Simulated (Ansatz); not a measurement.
Zr in several cubic structure types, each at its own equilibrium volume.

All numbers below come from PBE, plane waves, PAW datasets (generated soft set 1) in Ansatz.

Settings: cutoff 420 eV; no spin polarisation; Fermi–Dirac smearing of 0.0612 eV; k-meshes 43³ (bcc), 30³ (diamond), 41³ (fcc).

(1) Rank the structures by energy per atom, lowest first.
A. fcc
B. diamond
C. bcc

(2) Give the equilibrium volume and bulk modulus of each.

## Answers

(1) A (0.0 meV/atom), C (43 meV/atom), B (2358 meV/atom).

(2) 
```json
{"structure": "bcc", "V₀ (Å³/atom)": "22.84", "B₀ (GPa)": "87"}
{"structure": "diamond", "V₀ (Å³/atom)": "30.95", "B₀ (GPa)": "36"}
{"structure": "fcc", "V₀ (Å³/atom)": "23.21", "B₀ (GPa)": "90"}
```

Only these cubic types are compared here; the real ground state can be another structure or magnetic.

Model structures, not the usual forms at ambient conditions (metastable or hypothetical): Zr (bcc type), Zr (diamond type), Zr (fcc type).
